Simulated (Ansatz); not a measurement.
# HfB2 (P6/mmm) in Ansatz: notebook

The runs below take HfB2 through relaxation of cell and atoms, single point, with BLYP+D4, PBE.

Everything below comes from runs of Ansatz 0.2.0. Logs are shortened: lines on timing, memory, paths and dates and some standing lists are left out, and cuts for length are marked.

## Step 1: The crystal as given

The structure is hexagonal, space group P6/mmm (No. 191). The conventional cell has a = 3.140 Å, b = 3.140 Å, c = 3.480 Å, α = 90.00°, β = 90.00°, γ = 120.00°. Around Hf (site symmetry 6/mmm) lie 12 B at 2.51 Å. B (site symmetry -6m2) has 3 B at 1.81 Å as nearest neighbours.

## Step 2: Relaxation of cell and atoms, BLYP+D4

File input.yaml:

```yaml
crystal:
  lattice:
    - [3.14, 0.0, 0.0]
    - [-1.57, 2.7193197679, 0.0]
    - [0.0, 0.0, 3.48]
  atoms:
    - { symbol: Hf, position: [0.0, 0.0, 0.0] }
    - { symbol: B, position: [0.6666666667, 0.3333333333, 0.5] }
    - { symbol: B, position: [0.3333333333, 0.6666666667, 0.5] }
hamiltonian:
  xc: blyp
  pseudopotentials: { kind: paw }
  dispersion: d4
kpoints:
  mp_grid: { grid: [10, 10, 8] }
scf:
  occupations: { method: fermi_dirac, width: 0.05 }
output:
  forces: true
  stress: true
  write_density: true
  write_potential: true
  elf: true
  volumetric_format: npy
relax:
  f_tol: 0.01
  max_steps: 40
  cell: { stress_tol: 0.05 }
```

Potentials or basis: Ansatz PAW.

Command:

```sh
$ ansatz run input.yaml --threads 2 --pin off --max-ram 5632MiB --backend cpu --events-out ev --progress --plain --runs-dir out
```

Standard output:

```text
Warning: RAYON_NUM_THREADS=2 ignored (pool sized by the plan → 2); use --threads N
Engine: ansatz 0.2.0, x86_64-unknown-linux-gnu
Pseudopotentials: kind: paw
Pseudopotential: Hf, paw, valence charge 26, recommended cutoff 420 eV (normal), Hf.paw.azcp
Pseudopotential: B, paw, valence charge 3, recommended cutoff 420 eV (normal), B.paw.azcp
Functional definition: BLYP
  parameter beta = 0.0042
  parameter a = 0.04918
  parameter b = 0.132
  parameter c = 0.2533
  parameter d = 0.349
  exchange = b88_x(beta = beta)
  correlation = lyp_c(a = a, b = b, c = c, d = d)
Crystal: 3 atoms, lattice volume = 29.715 Å³
Basis set: ecut = 420 eV, 563 PW (Γ), exchange–correlation on 48×48×48 points (8 copies of the dense FFT grid, shifted against one another)
Bands: 20, of which v1, the nominal top of the filled ones, is band 16 counted from 1 (15 counted from 0)
Symmetry: 24 space group operations
Space group: P6/mmm (ITA 191), of the structure as read, at distance tolerance 3.1e-5 Å
k-points: 70 of 800
Non-local potential: Hf, projectors of the file, l = 0: 3, l = 1: 2, l = 2: 2, l = 3: 3
Non-local potential: B, projectors of the file, l = 0: 2, l = 1: 2, l = 2: 1
PAW form: soft (Blöchl's): semilocal exchange-correlation on the pseudo side does not see the compensation charge
PAW frozen core: Hf, regenerated for the run's functional, and the local potential with it (the file was generated under x = pbe(κ = 0.804, μ = 0.2195149727645171), c = pbe(β = 0.06672455060314922))
PAW frozen core: B, regenerated for the run's functional, and the local potential with it (the file was generated under x = pbe(κ = 0.804, μ = 0.2195149727645171), c = pbe(β = 0.06672455060314922))
PAW one-centre angular grid: Hf, 590 points (default); XC on 64 Gauss nodes
PAW one-centre angular grid: B, 110 points (default); XC on 64 Gauss nodes
Initial density: superposition of atomic densities (neutral atoms: chi_scale 0, normalization atom), corrected by the library's trained network
Initial wavefunctions: pseudopotential atomic-orbital guess
Functional: x = b88, c = lyp
SCF iter   1: F=—  HF=-16061.928781 eV  |F-HF|=—  |Δ(HF+E_count)|=         —  Δρ=1.11e-2  dr2=4.51e-2  ethr=1.77e-3  ⟨swp⟩=4.0  Hψ=5428  notcnv=0
preconditioner: auto → none  [insulator: Δε(μ)=0.252 eV  Ē_g=17.443 eV  σ=0.050 eV  W_gap=0.72  n_scr=8 (ndim 8)  ℏωp=37.3 eV  f_vac=0.000  D(μ)=0.32/eV (n_scr^D=0)  ε∞_Penn≈5.6]
SCF iter   2: F=—  HF=-16061.918175 eV  |F-HF|=—  |Δ(HF+E_count)|=   1.06e-2  Δρ=4.09e-3  dr2=7.76e-3  ethr=1.41e-4  ⟨swp⟩=2.0  Hψ=2535  notcnv=0
SCF iter   3: F=—  HF=-16061.916069 eV  |F-HF|=—  |Δ(HF+E_count)|=   2.11e-3  Δρ=2.22e-3  dr2=9.92e-4  ethr=2.43e-5  ⟨swp⟩=2.0  Hψ=2683  notcnv=0
SCF iter   4: F=—  HF=-16061.915919 eV  |F-HF|=—  |Δ(HF+E_count)|=   1.50e-4  Δρ=8.51e-4  dr2=1.69e-4  ethr=3.10e-6  ⟨swp⟩=2.8  Hψ=2789  notcnv=0
SCF iter   5: F=—  HF=-16061.915889 eV  |F-HF|=—  |Δ(HF+E_count)|=   3.02e-5  Δρ=2.36e-4  dr2=7.36e-6  ethr=5.28e-7  ⟨swp⟩=2.5  Hψ=2324  notcnv=0
SCF iter   6: F=—  HF=-16061.915876 eV  |F-HF|=—  |Δ(HF+E_count)|=   1.29e-5  Δρ=2.47e-5  dr2=8.55e-8  ethr=3.13e-10  ⟨swp⟩=7.1  Hψ=10011  notcnv=0
SCF iter   7: F=-16061.915876 eV  HF=-16061.915876 eV  |F-HF|=2.10e-9  |Δ(HF+E_count)|=   7.98e-8  Δρ=3.65e-6  dr2=1.30e-9  ethr=2.67e-10  ⟨swp⟩=5.3  Hψ=8073  notcnv=0
SCF 1 converged in 7 iterations: F = -16061.915876 eV  dr2 = 1.30e-9
relax step   1: F+E_penalty+E_count = -16061.91587571 eV  Δ(F+E_penalty+E_count) = +0.000e0 eV  max|allowed force component| = 1.234e-16 eV/Å  Δτ_max = 0.0000 Å  P = -3.444 GPa  Ω = 29.715 Å³  (7 SCF iters, dr2 threshold 1.00e-7 eV, accepted)
Crystal: 3 atoms, lattice volume = 29.233 Å³
Initial density: handed on by an earlier stage of this run
Initial wavefunctions: those handed on with the density
iter 1 solved again at ethr=7.42e-6 eV; its pass at ethr=3.10e-3 eV (dr2=2.37e-3 eV) is discarded
SCF iter   1: F=—  HF=-16061.921702 eV  |F-HF|=—  |Δ(HF+E_count)|=         —  Δρ=2.21e-3  dr2=2.47e-3  ethr=7.42e-6  ⟨swp⟩=2.0  Hψ=6820  notcnv=0
preconditioner: auto → none  [insulator: Δε(μ)=0.267 eV  Ē_g=17.524 eV  σ=0.050 eV  W_gap=0.73  n_scr=8 (ndim 8)  ℏωp=37.6 eV  f_vac=0.000  D(μ)=0.31/eV (n_scr^D=0)  ε∞_Penn≈5.6]
SCF iter   2: F=—  HF=-16061.921067 eV  |F-HF|=—  |Δ(HF+E_count)|=   6.35e-4  Δρ=8.42e-4  dr2=4.14e-4  ethr=7.42e-6  ⟨swp⟩=2.6  Hψ=2433  notcnv=0
SCF iter   3: F=—  HF=-16061.920929 eV  |F-HF|=—  |Δ(HF+E_count)|=   1.38e-4  Δρ=2.77e-4  dr2=1.52e-5  ethr=1.29e-6  ⟨swp⟩=2.0  Hψ=2267  notcnv=0
SCF iter   4: F=—  HF=-16061.920919 eV  |F-HF|=—  |Δ(HF+E_count)|=   9.55e-6  Δρ=1.06e-4  dr2=2.11e-6  ethr=4.76e-8  ⟨swp⟩=2.0  Hψ=2498  notcnv=0
SCF iter   5: F=-16061.920919 eV  HF=-16061.920919 eV  |F-HF|=3.70e-9  |Δ(HF+E_count)|=   5.88e-7  Δρ=2.26e-5  dr2=4.18e-8  ethr=9.37e-10  ⟨swp⟩=8.2  Hψ=10622  notcnv=0
SCF 2 converged in 5 iterations: F = -16061.920919 eV  dr2 = 4.18e-8
relax step   2: F+E_penalty+E_count = -16061.92091860 eV  Δ(F+E_penalty+E_count) = -5.043e-3 eV  max|allowed force component| = 1.295e-16 eV/Å  Δτ_max = 0.0000 Å  P = +0.620 GPa  Ω = 29.233 Å³  energy of the carried Pulay correction = +5.906e-4 eV  (5 SCF iters, dr2 threshold 3.00e-7 eV, accepted)
Crystal: 3 atoms, lattice volume = 29.317 Å³
iter 1 solved again at ethr=1.61e-7 eV; its pass at ethr=3.10e-3 eV (dr2=5.16e-5 eV) is discarded
SCF iter   1: F=—  HF=-16061.921094 eV  |F-HF|=—  |Δ(HF+E_count)|=         —  Δρ=4.01e-4  dr2=5.83e-5  ethr=1.61e-7  ⟨swp⟩=2.3  Hψ=7647  notcnv=0
preconditioner: auto → none  [insulator: Δε(μ)=0.262 eV  Ē_g=17.539 eV  σ=0.050 eV  W_gap=0.73  n_scr=8 (ndim 8)  ℏωp=37.6 eV  f_vac=0.000  D(μ)=0.31/eV (n_scr^D=0)  ε∞_Penn≈5.6]
SCF iter   2: F=—  HF=-16061.921069 eV  |F-HF|=—  |Δ(HF+E_count)|=   2.53e-5  Δρ=1.77e-4  dr2=9.34e-6  ethr=1.61e-7  ⟨swp⟩=2.0  Hψ=2417  notcnv=0
SCF iter   3: F=—  HF=-16061.921067 eV  |F-HF|=—  |Δ(HF+E_count)|=   2.27e-6  Δρ=8.91e-5  dr2=1.24e-6  ethr=2.92e-8  ⟨swp⟩=2.0  Hψ=2239  notcnv=0
SCF iter   4: F=-16061.921066 eV  HF=-16061.921067 eV  |F-HF|=9.42e-8  |Δ(HF+E_count)|=   5.55e-8  Δρ=3.62e-5  dr2=2.26e-7  ethr=9.37e-10  ⟨swp⟩=7.9  Hψ=9696  notcnv=0
SCF 3 converged in 4 iterations: F = -16061.921066 eV  dr2 = 2.26e-7
  Residual-converged pass: ⟨swp⟩=1.0  Hψ=1681  notcnv=0  max |occ|·‖R‖ = 7.0e-9 eV (tolerance 1.0e-8 eV)  dr2=2.26e-7  dr2_onsite=6.24e-8  max |Δocc| = 1.5e-10
relax step   3: F+E_penalty+E_count = -16061.92106650 eV  Δ(F+E_penalty+E_count) = -1.479e-4 eV  max|allowed force component| = 2.961e-16 eV/Å  Δτ_max = 0.0000 Å  P = -0.021 GPa  Ω = 29.317 Å³  energy of the carried Pulay correction = +4.931e-4 eV  (4 SCF iters, dr2 threshold 3.00e-7 eV, accepted)
Crystal: 3 atoms, lattice volume = 29.313 Å³
iter 1 solved again at ethr=5.63e-9 eV; its pass at ethr=3.10e-3 eV (dr2=1.80e-6 eV) is discarded
SCF iter   1: F=—  HF=-16061.921102 eV  |F-HF|=—  |Δ(HF+E_count)|=         —  Δρ=8.78e-5  dr2=2.21e-6  ethr=5.63e-9  ⟨swp⟩=2.4  Hψ=7605  notcnv=0
preconditioner: auto → none  [insulator: Δε(μ)=0.271 eV  Ē_g=17.536 eV  σ=0.050 eV  W_gap=0.73  n_scr=8 (ndim 8)  ℏωp=37.6 eV  f_vac=0.000  D(μ)=0.31/eV (n_scr^D=0)  ε∞_Penn≈5.6]
SCF iter   2: F=—  HF=-16061.921090 eV  |F-HF|=—  |Δ(HF+E_count)|=   1.14e-5  Δρ=3.11e-5  dr2=2.27e-7  ethr=5.63e-9  ⟨swp⟩=2.0  Hψ=1860  notcnv=0
SCF iter   3: F=-16061.921090 eV  HF=-16061.921090 eV  |F-HF|=2.33e-8  |Δ(HF+E_count)|=   5.62e-8  Δρ=1.05e-5  dr2=3.46e-8  ethr=4.83e-10  ⟨swp⟩=7.6  Hψ=8117  notcnv=0
SCF 4 converged in 3 iterations: F = -16061.921090 eV  dr2 = 3.46e-8
relax step   4: F+E_penalty+E_count = -16061.92109032 eV  Δ(F+E_penalty+E_count) = -2.382e-5 eV  max|allowed force component| = 9.252e-17 eV/Å  Δτ_max = 0.0000 Å  P = -0.010 GPa  Ω = 29.313 Å³  energy of the carried Pulay correction = +4.967e-4 eV  (3 SCF iters, dr2 threshold 1.55e-7 eV, accepted)
Initial wavefunctions: pseudopotential atomic-orbital guess (no wavefunctions were taken with the density)
iter 1 solved again at ethr=4.28e-9 eV; its pass at ethr=3.10e-3 eV (dr2=1.37e-6 eV) is discarded
SCF iter   1: F=—  HF=-16061.920633 eV  |F-HF|=—  |Δ(HF+E_count)|=         —  Δρ=3.33e-5  dr2=7.93e-8  ethr=4.28e-9  ⟨swp⟩=3.9  Hψ=9971  notcnv=0
SCF iter   2: F=—  HF=-16061.920623 eV  |F-HF|=—  |Δ(HF+E_count)|=   1.03e-5  Δρ=1.97e-5  dr2=4.60e-8  ethr=2.48e-10  ⟨swp⟩=2.0  Hψ=2523  notcnv=0
SCF iter   3: F=—  HF=-16061.920623 eV  |F-HF|=—  |Δ(HF+E_count)|=   5.15e-8  Δρ=1.13e-5  dr2=4.66e-9  ethr=1.44e-10  ⟨swp⟩=2.0  Hψ=2448  notcnv=0
SCF iter   4: F=—  HF=-16061.920623 eV  |F-HF|=—  |Δ(HF+E_count)|=   4.73e-8  Δρ=3.31e-6  dr2=3.72e-10  ethr=1.46e-11  ⟨swp⟩=2.6  Hψ=2363  notcnv=0
SCF iter   5: F=-16061.920623 eV  HF=-16061.920623 eV  |F-HF|=6.00e-11  |Δ(HF+E_count)|=   4.47e-9  Δρ=4.60e-7  dr2=1.76e-11  ethr=1.00e-12  ⟨swp⟩=4.2  Hψ=7492  notcnv=0
SCF 5 converged in 5 iterations: F = -16061.920623 eV  dr2 = 1.76e-11
relax step   5: F+E_penalty+E_count = -16061.92062301 eV  Δ(F+E_penalty+E_count) = +4.673e-4 eV  max|allowed force component| = 1.419e-16 eV/Å  Δτ_max = 0.0000 Å  P = -0.024 GPa  Ω = 29.313 Å³  stress off target by 2.83e-2 GPa  SCF on the basis re-selected at this cell (its energy is not comparable with the rows above)  (5 SCF iters)
basis re-selected at this cell: Δ(F+E_penalty+E_count) = +4.673e-4 eV, ΔP = -0.015 GPa vs the last step (what re-selecting the basis moved, of the pressure what is left beyond the Pulay correction that the steps carried, after the strain that the cell walked since its last selection, with what the two solves' SCF thresholds leave and, on support functions, any second-order correction that the steps lacked; it is no measure of the basis error at this ecutwfc). This SCF's stress stands 2.83e-2 GPa from its target on what of the cell is left free (relax.cell.stress_tol is 5.00e-2 GPa) and its largest allowed force component is 1.42e-16 eV/Å (relax.f_tol is 1.00e-2 eV/Å): within both
SCF converged after 5 iterations
Free energy (F): -16061.920623 eV
Harris-Foulkes:  -16061.920623 eV  (|F-HF|=6.00e-11)
Internal energy: -16061.918003 eV  (E = F + TS)
E sigma→0 (E₀):  -16061.919313 eV
Entropy (-TS):   -0.002620 eV (-0.873 meV/atom)
Fermi energy:    21.197105 eV
--- Per-component energies (eV) ---
  E_band       = 150.266590
  E_kinetic    = 529.298001
  E_local      = -5242.636993  (includes V_loc(G=0)·N_el)
  E_nonlocal   = -1221.749853
  E_hartree    = 2503.167858
  E_xc         = -362.569520
  E_vxc        = -339.279560  (∫ρ·V_xc dr)
  E_paw        = -7116.189131  (= ΣΔE_a)
  E_vpaw       = 1418.299313  (= ΣTr[D̂ρ^β])
  E_aug_tail   = -0.000008  (compensation charges beyond the density's cutoff)
  E_ewald      = -5149.543528
  E_disp       = -1.777989  (pairwise vdW)
  E_core_change = 0.083161  (= ΣΔE_core)
  E_smearing   = -0.002620  (= −TS)
  E_closure    = 0.000000  (closes the sum)
  Σ components = -16061.920623   (vs F -16061.920623, Δ=0.00e0)
--- Forces (eV/Å), atoms counted from 1 ---
  atom   1  Hf    -0.00000000     0.00000000     0.00000000
  atom   2  B      0.00000000     0.00000000     0.00000000
  atom   3  B      0.00000000    -0.00000000     0.00000000
  max |Σ_I F_I| component: 1.85e-17 eV/Å
--- Stress (GPa, compression-positive) ---
       -0.028335       0.000000       0.000000
        0.000000      -0.028335       0.000000
        0.000000       0.000000      -0.015675
  P = ⅓ Tr σ = -0.0241 GPa (-0.241 kbar)
--- Band table (eV; the first three rows and the last of 70) ---
  k-point 0: bands = ["-40.7012", "-9.5665", "-9.0797", "-9.0797", "7.5708", "9.4085", "9.4237", "9.4426", "9.4426", "9.4438", "9.4438", "9.5371", "18.3200", "18.3200", "18.3351", "18.5415", "25.2285", "25.2285", "25.7740", "25.7740"]
  k-point 1: bands = ["-40.7001", "-9.6073", "-9.0767", "-9.0767", "7.8144", "9.4064", "9.4236", "9.4406", "9.4406", "9.4456", "9.4456", "9.5371", "16.8383", "18.4791", "18.4791", "19.9512", "23.9837", "23.9837", "25.2790", "25.2790"]
  k-point 2: bands = ["-40.6976", "-9.7040", "-9.0696", "-9.0696", "8.4845", "9.4054", "9.4235", "9.4330", "9.4330", "9.4531", "9.4531", "9.5372", "15.2091", "18.9377", "18.9377", "21.4147", "22.7107", "22.7107", "24.1278", "24.1278"]
  k-point 69: bands = ["-40.6371", "-9.6509", "-9.6394", "-9.5067", "9.4141", "9.4256", "9.4339", "9.4406", "9.4417", "9.4561", "9.5085", "11.6816", "12.6786", "15.8636", "18.0661", "18.1349", "25.7410", "26.9932", "27.7214", "28.1601"]
--- Relaxed structure (4 steps of the walk, 4 accepted, 1 SCFs on fresh bases) ---
  F+E_penalty+E_count = -16061.92062301 eV   max|allowed force component| = 1.419e-16 eV/Å   (the final SCF, on the basis selected at the relaxed cell)
  cell:  # Å, volume = 29.3129 Å³
    - [3.1224262826239952, 0.0, 0.0]
    - [-1.5612131413119976, 2.704100482196589, 0.0]
    - [0.0, 0.0, 3.4717136701783122]
  atoms:
    - { symbol: Hf, position: [1.1893844296979024e-34, 7.869328887677873e-36, 0.0] }
    - { symbol: B, position: [0.6666666666666666, 0.33333333333333337, 0.5] }
    - { symbol: B, position: [0.33333333333333337, 0.6666666666666667, 0.5] }
```

It took 5 s on 2 threads of Intel Xeon Platinum 8488C (Sapphire Rapids), shared host; peak memory 0.42 GiB.

Results:

```yaml
Free_energy: -16061.9206 eV
Relaxed_volume: 9.77 Å³/atom
Relaxed_cell: a = 3.122 Å, b = 3.122 Å, c = 3.472 Å, α = 90.00°, β = 90.00°, γ = 120.00°
Space_group_after_relaxing_to_0.05_Å: P6/mmm (No. 191)
Energy_gained_by_relaxing: 1.6 meV/atom
Ionic_steps: 5
Pressure_after_relaxing: 0.0 GPa
Band_gap_on_the_k_mesh: none (metal or under the smearing width)
```

The path:
| step | energy change (eV) | largest force (eV/Å) | volume (Å³) |
| --- | --- | --- | --- |
| 1 | 0.0000 | 0.0000 | 29.71 |
| 2 | -0.0050 | 0.0000 | 29.23 |
| 3 | -0.0052 | 0.0000 | 29.32 |
| 4 | -0.0052 | 0.0000 | 29.31 |
| 5 | -0.0047 | 0.0000 | 29.31 |

Final structure:
```xyz
3
Lattice="3.1224 0.0000 0.0000 -1.5612 2.7041 0.0000 0.0000 0.0000 3.4717" Properties=species:S:1:pos:R:3 pbc="T T T"
Hf    0.0000    0.0000    0.0000
B     1.5612    0.9014    1.7359
B     0.0000    1.8027    1.7359
```

Levels at points of the mesh, in eV from the Fermi level:
```
             k point  band 14  band 15  band 16  band 17  band 18  band 19
  (0.00, 0.00, 0.00)    -2.88    -2.86    -2.66     4.03     4.03     4.58
 (0.00, 0.00, -0.50)    -1.14    -1.14     0.44     0.44     1.02     1.02
 (0.00, -0.50, 0.00)    -4.11    -3.34    -2.74     2.24     2.76     5.60
(0.00, -0.50, -0.50)    -4.93    -4.61    -2.47     4.16     4.36     6.19
```

Caveat: the plane-wave basis is chosen anew once the cell has moved, so the energies of steps on either side of that aren't comparable; pairwise dispersion overbinds metals, which lowers pressure and volume; the PAW data sets come from PBE, with cores solved anew for the run's functional, which leaves a small shift of forces and pressure. Spin-orbit coupling is left out, which matters for the levels of Hf.

(Continued in part 2 of 2.)
